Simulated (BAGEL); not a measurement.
# C4H10O (tert-butanol) at PBE0/6-31G(d) (density fitting with cc-pvqz-jkfit, spherical functions)

What is the energy change on altering one bond length of C4H10O (tert-butanol) at PBE0/6-31G* (density fitting with cc-pvqz-jkfit, spherical functions)? 

The results are computed with BAGEL 1.2.2.

3 further runs of the same task are left out: 1 that didn't finish, 2 set aside as unsound or not needed.

**1. Starting point**

C4H10O: 15 atoms, total charge 0, spin state singlet. SMILES: `CC(C)(C)O`. The shape is that of a PBE0-D4/def2-TZVP optimisation. This is one conformer, not always the lowest.

Bond lengths: C1–C2 1.523 Å, C2–C3 1.517 Å, C2–C4 1.523 Å, C2–O5 1.427 Å, C1–H6 1.092 Å, C1–H7 1.095 Å, C1–H8 1.093 Å, C3–H9 1.092 Å, C3–H10 1.092 Å, C3–H11 1.092 Å, C4–H12 1.093 Å, C4–H13 1.092 Å, C4–H14 1.095 Å, O5–H15 0.961 Å. Some angles: C1–C2–C3 110.7°, C1–C2–C4 110.7°, C1–C2–O5 109.7°, C3–C2–C4 110.7°, C3–C2–O5 105.2°, C4–C2–O5 109.7°, C2–C1–H6 110.2°, C2–C1–H7 110.7°, C2–C1–H8 111.3°, C2–C3–H9 110.2°.

**2. The energy at PBE0/6-31G(d) (density fitting with cc-pvqz-jkfit, spherical functions)**

File calc.json:

```json
{ "bagel" : [

{
  "title" : "molecule",
  "basis" : "6-31gs.json",
  "df_basis" : "cc-pvqz-jkfit",
  "angstrom" : true,
  "geometry" : [
    { "atom" : "C", "xyz" : [      -1.254380,       0.485460,       0.515850 ] },
    { "atom" : "C", "xyz" : [       0.134150,       0.198260,      -0.039330 ] },
    { "atom" : "C", "xyz" : [       1.035780,      -0.375180,       1.037960 ] },
    { "atom" : "C", "xyz" : [       0.052220,      -0.744500,      -1.232350 ] },
    { "atom" : "O", "xyz" : [       0.755610,       1.419980,      -0.434420 ] },
    { "atom" : "H", "xyz" : [      -1.189120,       1.187530,       1.349430 ] },
    { "atom" : "H", "xyz" : [      -1.895670,       0.925380,      -0.254460 ] },
    { "atom" : "H", "xyz" : [      -1.737860,      -0.429160,       0.867740 ] },
    { "atom" : "H", "xyz" : [       1.114270,       0.322200,       1.874210 ] },
    { "atom" : "H", "xyz" : [       2.037640,      -0.545880,       0.639260 ] },
    { "atom" : "H", "xyz" : [       0.641020,      -1.323090,       1.409060 ] },
    { "atom" : "H", "xyz" : [      -0.380770,      -1.706820,      -0.948470 ] },
    { "atom" : "H", "xyz" : [       1.048330,      -0.918860,      -1.643920 ] },
    { "atom" : "H", "xyz" : [      -0.575280,      -0.317090,      -2.020820 ] },
    { "atom" : "H", "xyz" : [       0.214050,       1.821750,      -1.119730 ] }
  ]
},

{
  "title" : "ks",
  "xc_func" : "pbe0"
},

{
  "title" : "print",
  "file" : "orbitals.molden",
  "orbitals" : true
}

]}
```

The basis set 6-31G* is read from a file made from the Basis Set Exchange's data (not shown).

On the command line:

```console
BAGEL_NUM_THREADS=1 BAGEL calc.json > calc.out
```

Output:

```text
* using 1 threads per process

  ===============================================================
  ===============================================================

  *** Geometry ***

  { "atom" : "C", "xyz" : [     -2.370435,      0.917386,      0.974815 ] },
  { "atom" : "C", "xyz" : [      0.253507,      0.374657,     -0.074323 ] },
  { "atom" : "C", "xyz" : [      1.957341,     -0.708987,      1.961460 ] },
  { "atom" : "C", "xyz" : [      0.098681,     -1.406901,     -2.328804 ] },
  { "atom" : "O", "xyz" : [      1.427896,      2.683373,     -0.820935 ] },
  { "atom" : "H", "xyz" : [     -2.247111,      2.244106,      2.550053 ] },
  { "atom" : "H", "xyz" : [     -3.582297,      1.748715,     -0.480860 ] },
  { "atom" : "H", "xyz" : [     -3.284079,     -0.810995,      1.639791 ] },
  { "atom" : "H", "xyz" : [      2.105665,      0.608870,      3.541744 ] },
  { "atom" : "H", "xyz" : [      3.850582,     -1.031564,      1.208026 ] },
  { "atom" : "H", "xyz" : [      1.211352,     -2.500278,      2.662737 ] },
  { "atom" : "H", "xyz" : [     -0.719551,     -3.225422,     -1.792349 ] },
  { "atom" : "H", "xyz" : [      1.981057,     -1.736394,     -3.106559 ] },
  { "atom" : "H", "xyz" : [     -1.087122,     -0.599213,     -3.818796 ] },
  { "atom" : "H", "xyz" : [      0.404496,      3.442609,     -2.115983 ] },

  Number of auxiliary basis functions:     1040

  Since a DF basis is specified, we compute 2- and 3-index integrals:
    o Being stored without compression. Storage requirement is 0.067 GB

  Number of basis functions:       90
  Number of electrons      :       42

    * METHOD: MOLECULE                             1.33

  *** Kohn-Sham DFT ***

    * Removing 32054 points whose weight is below 1.00e-10
    * Grid points: 191536

  === Nuclear Repulsion ===
   200.2763159855

       - DIIS with orbital gradients will be used.

  === KS iteration (pbe0 / 6-31gs.json) ===
      0       -180.31618146          0.23028416           0.71
      1       -189.54472901          0.10885850           0.71
      2       -140.82712726          0.22123917           0.72
      3       -205.14765832          0.18747555           0.72
      4       -218.32325841          0.14891201           0.69
      5       -218.69983747          0.14236613           0.69
      6       -219.87237747          0.14261370           0.72
      7       -194.74609401          0.14052362           0.70
      8       -224.16014546          0.11173837           0.71
      9       -231.72118394          0.05667463           0.69
     10       -232.49430112          0.03920197           0.67
     11       -233.08458464          0.02263900           0.71
     12       -233.33806486          0.00912687           0.71
     13       -233.37480325          0.00454781           0.71
     14       -233.38632067          0.00093873           0.68
     15       -233.38673818          0.00027212           0.69
     16       -233.38677385          0.00004508           0.72
     17       -233.38677490          0.00001330           0.73
     18       -233.38677500          0.00000267           0.72
     19       -233.38677500          0.00000122           0.71
     20       -233.38677500          0.00000020           0.68
     21       -233.38677500          0.00000006           0.70
     22       -233.38677500          0.00000003           0.72
     23       -233.38677500          0.00000001           0.72
    * SCF iteration converged.

    * Permanent dipole moment:
           (    0.505168,     0.214267,     0.225510) a.u.

    * METHOD: KS                                  18.36

    * METHOD: PRINT                                0.01

  ===============================================================
```

Wall time 20 s (1 thread of Arm Neoverse V2, shared host); peak memory 0.79 GiB.

**3. The distorted shape, same level**

File input.json:

```json
{ "bagel" : [

{
  "title" : "molecule",
  "basis" : "6-31gs.json",
  "df_basis" : "cc-pvqz-jkfit",
  "angstrom" : true,
  "geometry" : [
    { "atom" : "C", "xyz" : [   -1.158184,    0.419470,    0.631400 ] },
    { "atom" : "C", "xyz" : [    0.230346,    0.132270,    0.076220 ] },
    { "atom" : "C", "xyz" : [    1.131976,   -0.441170,    1.153510 ] },
    { "atom" : "C", "xyz" : [    0.148416,   -0.810490,   -1.116800 ] },
    { "atom" : "O", "xyz" : [    0.851806,    1.353990,   -0.318870 ] },
    { "atom" : "H", "xyz" : [   -1.092924,    1.121540,    1.464980 ] },
    { "atom" : "H", "xyz" : [   -1.895670,    0.925380,   -0.254460 ] },
    { "atom" : "H", "xyz" : [   -1.641664,   -0.495150,    0.983290 ] },
    { "atom" : "H", "xyz" : [    1.210466,    0.256210,    1.989760 ] },
    { "atom" : "H", "xyz" : [    2.133836,   -0.611870,    0.754810 ] },
    { "atom" : "H", "xyz" : [    0.737216,   -1.389080,    1.524610 ] },
    { "atom" : "H", "xyz" : [   -0.284574,   -1.772810,   -0.832920 ] },
    { "atom" : "H", "xyz" : [    1.144526,   -0.984850,   -1.528370 ] },
    { "atom" : "H", "xyz" : [   -0.479084,   -0.383080,   -1.905270 ] },
    { "atom" : "H", "xyz" : [    0.310246,    1.755760,   -1.004180 ] }
  ]
},
{
  "title" : "ks",
  "xc_func" : "pbe0"
},
{
  "title" : "print",
  "file" : "orbitals.molden",
  "orbitals" : true
}

]}
```

The basis set 6-31G* is read from a file made from the Basis Set Exchange's data (not shown).

On the command line:

```console
BAGEL_NUM_THREADS=1 BAGEL input.json > input.out
```

Output:

```text
* using 1 threads per process

  ===============================================================
  ===============================================================

  *** Geometry ***

  { "atom" : "C", "xyz" : [     -2.188651,      0.792683,      1.193173 ] },
  { "atom" : "C", "xyz" : [      0.435291,      0.249954,      0.144035 ] },
  { "atom" : "C", "xyz" : [      2.139125,     -0.833690,      2.179818 ] },
  { "atom" : "C", "xyz" : [      0.280466,     -1.531604,     -2.110446 ] },
  { "atom" : "O", "xyz" : [      1.609680,      2.558670,     -0.602577 ] },
  { "atom" : "H", "xyz" : [     -2.065327,      2.119403,      2.768411 ] },
  { "atom" : "H", "xyz" : [     -3.582297,      1.748715,     -0.480860 ] },
  { "atom" : "H", "xyz" : [     -3.102295,     -0.935698,      1.858149 ] },
  { "atom" : "H", "xyz" : [      2.287449,      0.484167,      3.760101 ] },
  { "atom" : "H", "xyz" : [      4.032366,     -1.156267,      1.426384 ] },
  { "atom" : "H", "xyz" : [      1.393136,     -2.624981,      2.881095 ] },
  { "atom" : "H", "xyz" : [     -0.537767,     -3.350125,     -1.573991 ] },
  { "atom" : "H", "xyz" : [      2.162841,     -1.861097,     -2.888201 ] },
  { "atom" : "H", "xyz" : [     -0.905338,     -0.723916,     -3.600438 ] },
  { "atom" : "H", "xyz" : [      0.586280,      3.317906,     -1.897625 ] },

  Number of auxiliary basis functions:     1040

  Since a DF basis is specified, we compute 2- and 3-index integrals:
    o Being stored without compression. Storage requirement is 0.067 GB

  Number of basis functions:       90
  Number of electrons      :       42

    * METHOD: MOLECULE                             1.29

  *** Kohn-Sham DFT ***

    * Removing 31836 points whose weight is below 1.00e-10
    * Grid points: 191754

  === Nuclear Repulsion ===
   199.6387711143

       - DIIS with orbital gradients will be used.

  === KS iteration (pbe0 / 6-31gs.json) ===
      0       -179.93706095          0.22954039           0.74
      1       -188.70109390          0.11219144           0.71
      2       -148.80154132          0.21972415           0.68
      3       -205.11409522          0.17491396           0.69
      4       -215.53093191          0.16286364           0.69
      5       -216.94178053          0.14392118           0.68
      6       -218.02836619          0.14171877           0.65
      7       -179.95021608          0.16186481           0.67
      8       -220.69976891          0.09960528           0.68
      9       -232.57910651          0.04025893           0.69
     10       -233.19771935          0.01763901           0.71
     11       -233.33646094          0.00831646           0.72
     12       -233.37230722          0.00216173           0.72
     13       -233.37484658          0.00062891           0.68
     14       -233.37507180          0.00021160           0.68
     15       -233.37509622          0.00008007           0.71
     16       -233.37509897          0.00002704           0.71
     17       -233.37509936          0.00000758           0.69
     18       -233.37509938          0.00000495           0.68
     19       -233.37509939          0.00000102           0.69
     20       -233.37509939          0.00000038           0.73
     21       -233.37509939          0.00000013           0.72
     22       -233.37509939          0.00000006           0.69
     23       -233.37509939          0.00000003           0.69
     24       -233.37509939          0.00000001           0.72
    * SCF iteration converged.

    * Permanent dipole moment:
           (    0.457066,     0.243364,     0.185533) a.u.

    * METHOD: KS                                  18.87

    * METHOD: PRINT                                0.01

  ===============================================================
```

It took 20 s on 1 thread of Arm Neoverse V2, shared host; peak memory 0.79 GiB.

**4. Summary of results**

Level: PBE0/6-31G* (density fitting with cc-pvqz-jkfit, spherical functions).

| quantity | value |
| --- | --- |
| first shape: total energy | -233.38678 Eh |
| first shape: dipole moment | 1.51 D |
| first shape: HOMO energy | -7.36 eV |
| first shape: LUMO energy | 2.19 eV |
| first shape: HOMO–LUMO gap | 9.55 eV |
| distorted shape: total energy | -233.37510 Eh |
| distorted shape: dipole moment | 1.40 D |
| distorted shape: HOMO energy | -7.37 eV |
| distorted shape: LUMO energy | 2.05 eV |
| distorted shape: HOMO–LUMO gap | 9.43 eV |
| energy change with the C1–H7 bond stretched from 1.095 to 1.259 Å | 0.318 eV |

In words: With the C1–H7 bond stretched from 1.095 to 1.259 Å the energy rises by 0.32 eV (30.7 kJ/mol). The first shape isn't relaxed at this level, so the change isn't measured from a minimum.
